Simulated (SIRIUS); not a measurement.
# GaAs (F-43m) in SIRIUS: equation of state, part 2 of 4

SIRIUS 7.12.0. The steps go on from the part before.

### Step 3. Equation of state, PBEsol, 21.69 Å³/atom (volume scaled by 0.96)

Input file sirius.json:

```json
{
  "control": {
    "processing_unit": "cpu",
    "std_evp_solver_name": "lapack",
    "gen_evp_solver_name": "lapack",
    "verbosity": 2,
    "print_forces": false,
    "ortho_rf": true,
    "use_second_variation": true,
    "rmt_max": 3.0,
    "num_bands_to_print": 24,
    "save_wf": true
  },
  "parameters": {
    "electronic_structure_method": "full_potential_lapwlo",
    "xc_functionals": ["XC_GGA_X_PBE_SOL", "XC_GGA_C_PBE_SOL"],
    "core_relativity": "dirac",
    "valence_relativity": "iora",
    "num_fv_states": 29,
    "smearing": "fermi_dirac",
    "smearing_width": 0.0018374661,
    "pw_cutoff": 20,
    "gk_cutoff": 3.77,
    "lmax_apw": 10,
    "lmax_rho": 8,
    "lmax_pot": 8,
    "num_mag_dims": 0,
    "auto_rmt": 0,
    "ngridk": [8, 8, 8],
    "shiftk": [0, 0, 0],
    "num_dft_iter": 80,
    "energy_tol": 1e-07,
    "density_tol": 1e-05,
    "use_symmetry": true
  },
  "settings": {"tol_ne": 1e-10},
  "iterative_solver": {"type": "exact"},
  "mixer": {"type": "anderson", "beta": 0.5, "max_history": 8},
  "unit_cell": {
    "lattice_vectors": [[0.0, 5.2697746302, 5.2697746302], [5.2697746302, 0.0, 5.2697746302], [5.2697746302, 5.2697746302, 0.0]],
    "atom_types": ["As", "Ga"],
    "atom_files": {"As": "As.json", "Ga": "Ga.json"},
    "atoms": {"As": [[0.75, 0.75, 0.75]], "Ga": [[0.0, 0.0, 0.0]]}
  }
}
```

Input file As.json:

```json
{
  "name": "arsenic",
  "symbol": "As",
  "number": 33,
  "mass": 74.9216,
  "rmin": 1e-06,
  "rmt": 2.23,
  "nrmt": 800,
  "rinf": 15.07,
  "core": "1s2s2p",
  "valence": [
    {"basis": [{"enu": 0.0, "dme": 0, "n": 0, "auto": 0}, {"enu": 0.0, "dme": 1, "n": 0, "auto": 0}]},
    {"l": 0, "n": 1, "basis": [{"enu": -0.0214, "dme": 0, "n": 0, "auto": 0}]},
    {"l": 1, "n": 2, "basis": [{"enu": 0.1, "dme": 0, "n": 0, "auto": 0}]},
    {"l": 2, "n": 3, "basis": [{"enu": 0.1, "dme": 0, "n": 0, "auto": 0}]},
    {"l": 3, "n": 4, "basis": [{"enu": 0.1, "dme": 0, "n": 0, "auto": 0}]}
  ],
  "lo": [
    {
      "l": 0,
      "basis": [{"enu": -0.0214, "dme": 0, "n": 0, "auto": 0}, {"enu": -0.0214, "dme": 1, "n": 0, "auto": 0}]
    },
    {
      "l": 0,
      "basis": [{"enu": -0.0214, "dme": 1, "n": 0, "auto": 0}, {"enu": -0.0214, "dme": 2, "n": 0, "auto": 0}]
    },
    {
      "l": 0,
      "basis": [{"enu": -6.6508, "dme": 0, "n": 3, "auto": 1}, {"enu": -6.6508, "dme": 1, "n": 3, "auto": 1}]
    },
    {
      "l": 0,
      "basis": [{"enu": -0.0214, "dme": 0, "n": 0, "auto": 0}, {"enu": 2.3917, "dme": 0, "n": 0, "auto": 0}]
    },
    {"l": 1, "basis": [{"enu": 0.1, "dme": 0, "n": 0, "auto": 0}, {"enu": 0.1, "dme": 1, "n": 0, "auto": 0}]},
    {
      "l": 1,
      "basis": [{"enu": -4.6009, "dme": 0, "n": 3, "auto": 1}, {"enu": -4.6009, "dme": 1, "n": 3, "auto": 1}]
    },
    {"l": 1, "basis": [{"enu": -4.6009, "dme": 1, "n": 3, "auto": 1}, {"enu": 0.1, "dme": 0, "n": 0, "auto": 0}]},
    {"l": 1, "basis": [{"enu": 0.1, "dme": 0, "n": 0, "auto": 0}, {"enu": 3.8001, "dme": 0, "n": 0, "auto": 0}]},
    {"l": 2, "basis": [{"enu": 0.1, "dme": 0, "n": 0, "auto": 0}, {"enu": 0.1, "dme": 1, "n": 0, "auto": 0}]},
    {
      "l": 2,
      "basis": [{"enu": -1.2085, "dme": 0, "n": 3, "auto": 1}, {"enu": -1.2085, "dme": 1, "n": 3, "auto": 1}]
    },
    {"l": 2, "basis": [{"enu": -1.2085, "dme": 1, "n": 3, "auto": 1}, {"enu": 0.1, "dme": 0, "n": 0, "auto": 0}]},
    {"l": 2, "basis": [{"enu": 0.1, "dme": 0, "n": 0, "auto": 0}, {"enu": 4.2827, "dme": 0, "n": 0, "auto": 0}]},
    {"l": 3, "basis": [{"enu": 0.1, "dme": 0, "n": 0, "auto": 0}, {"enu": 0.1, "dme": 1, "n": 0, "auto": 0}]},
    {"l": 3, "basis": [{"enu": 0.1, "dme": 0, "n": 0, "auto": 0}, {"enu": 3.599, "dme": 0, "n": 0, "auto": 0}]}
  ],
  "free_atom": [... radial grid and density of the free atom, the start of the SCF ...]
}
```

Input file Ga.json:

```json
{
  "name": "gallium",
  "symbol": "Ga",
  "number": 31,
  "mass": 69.723,
  "rmin": 1e-06,
  "rmt": 2.23,
  "nrmt": 800,
  "rinf": 19.67,
  "core": "1s2s2p",
  "valence": [
    {"basis": [{"enu": 0.0, "dme": 0, "n": 0, "auto": 0}, {"enu": 0.0, "dme": 1, "n": 0, "auto": 0}]},
    {"l": 0, "n": 1, "basis": [{"enu": 0.0321, "dme": 0, "n": 0, "auto": 0}]},
    {"l": 1, "n": 2, "basis": [{"enu": 0.1, "dme": 0, "n": 0, "auto": 0}]},
    {"l": 2, "n": 3, "basis": [{"enu": 0.1, "dme": 0, "n": 0, "auto": 0}]},
    {"l": 3, "n": 4, "basis": [{"enu": 0.1, "dme": 0, "n": 0, "auto": 0}]}
  ],
  "lo": [
    {
      "l": 0,
      "basis": [{"enu": 0.0321, "dme": 0, "n": 0, "auto": 0}, {"enu": 0.0321, "dme": 1, "n": 0, "auto": 0}]
    },
    {
      "l": 0,
      "basis": [{"enu": -5.2043, "dme": 0, "n": 3, "auto": 1}, {"enu": -5.2043, "dme": 1, "n": 3, "auto": 1}]
    },
    {
      "l": 0,
      "basis": [{"enu": -5.2043, "dme": 1, "n": 3, "auto": 1}, {"enu": 0.0321, "dme": 0, "n": 0, "auto": 0}]
    },
    {
      "l": 0,
      "basis": [{"enu": 0.0321, "dme": 0, "n": 0, "auto": 0}, {"enu": 3.2495, "dme": 0, "n": 0, "auto": 0}]
    },
    {"l": 1, "basis": [{"enu": 0.1, "dme": 0, "n": 0, "auto": 0}, {"enu": 0.1, "dme": 1, "n": 0, "auto": 0}]},
    {
      "l": 1,
      "basis": [{"enu": -3.4208, "dme": 0, "n": 3, "auto": 1}, {"enu": -3.4208, "dme": 1, "n": 3, "auto": 1}]
    },
    {"l": 1, "basis": [{"enu": -3.4208, "dme": 1, "n": 3, "auto": 1}, {"enu": 0.1, "dme": 0, "n": 0, "auto": 0}]},
    {"l": 1, "basis": [{"enu": 0.1, "dme": 0, "n": 0, "auto": 0}, {"enu": 3.8001, "dme": 0, "n": 0, "auto": 0}]},
    {"l": 2, "basis": [{"enu": 0.1, "dme": 0, "n": 0, "auto": 0}, {"enu": 0.1, "dme": 1, "n": 0, "auto": 0}]},
    {
      "l": 2,
      "basis": [{"enu": -0.5141, "dme": 0, "n": 3, "auto": 1}, {"enu": -0.5141, "dme": 1, "n": 3, "auto": 1}]
    },
    {"l": 2, "basis": [{"enu": -0.5141, "dme": 1, "n": 3, "auto": 1}, {"enu": 0.1, "dme": 0, "n": 0, "auto": 0}]},
    {"l": 2, "basis": [{"enu": 0.1, "dme": 0, "n": 0, "auto": 0}, {"enu": 4.2827, "dme": 0, "n": 0, "auto": 0}]},
    {"l": 3, "basis": [{"enu": 0.1, "dme": 0, "n": 0, "auto": 0}, {"enu": 0.1, "dme": 1, "n": 0, "auto": 0}]},
    {"l": 3, "basis": [{"enu": 0.1, "dme": 0, "n": 0, "auto": 0}, {"enu": 3.599, "dme": 0, "n": 0, "auto": 0}]}
  ],
  "free_atom": [... radial grid and density of the free atom, the start of the SCF ...]
}
```

Input file sirius_start.json:

```json
{
  "control": {
    "processing_unit": "cpu",
    "std_evp_solver_name": "lapack",
    "gen_evp_solver_name": "lapack",
    "verbosity": 1,
    "print_forces": false,
    "ortho_rf": true,
    "use_second_variation": true,
    "rmt_max": 3.0,
    "num_bands_to_print": 24,
    "save_wf": false
  },
  "parameters": {
    "electronic_structure_method": "full_potential_lapwlo",
    "xc_functionals": ["XC_LDA_X", "XC_LDA_C_PW"],
    "core_relativity": "dirac",
    "valence_relativity": "iora",
    "num_fv_states": 29,
    "smearing": "fermi_dirac",
    "smearing_width": 0.0055123983,
    "pw_cutoff": 20,
    "gk_cutoff": 3.01,
    "lmax_apw": 10,
    "lmax_rho": 8,
    "lmax_pot": 8,
    "num_mag_dims": 0,
    "auto_rmt": 0,
    "ngridk": [3, 3, 3],
    "shiftk": [0, 0, 0],
    "num_dft_iter": 30,
    "energy_tol": 0.01,
    "density_tol": 0.05,
    "use_symmetry": true
  },
  "settings": {"tol_ne": 1e-10},
  "iterative_solver": {"type": "exact"},
  "mixer": {"type": "anderson", "beta": 0.5, "max_history": 8},
  "unit_cell": {
    "lattice_vectors": [[0.0, 5.2697746302, 5.2697746302], [5.2697746302, 0.0, 5.2697746302], [5.2697746302, 5.2697746302, 0.0]],
    "atom_types": ["As", "Ga"],
    "atom_files": {"As": "As.json", "Ga": "Ga.json"},
    "atoms": {"As": [[0.75, 0.75, 0.75]], "Ga": [[0.0, 0.0, 0.0]]}
  }
}
```

Potentials or basis: all-electron FP-LAPW, apw+lo standard.

The run is started by

```sh
$ OMP_NUM_THREADS=1 sirius.scf --input=sirius_start.json --output=start.json
$ OMP_NUM_THREADS=1 sirius.scf --input=sirius.json --output=output.json --task=1
```

Wall time 58 s (1 thread of Arm Neoverse V1, shared host); peak memory 0.45 GiB.

The run converged. Its results:

```
Free energy                                       : -114346.9016 eV
Band gap on the k mesh                            : 0.75 eV, direct
All electrons inside the program's atomic spheres : As 31.13; Ga 29.40 (radii As 2.23, Ga 2.23 bohr)
```

(Continued in part 3 of 4.)
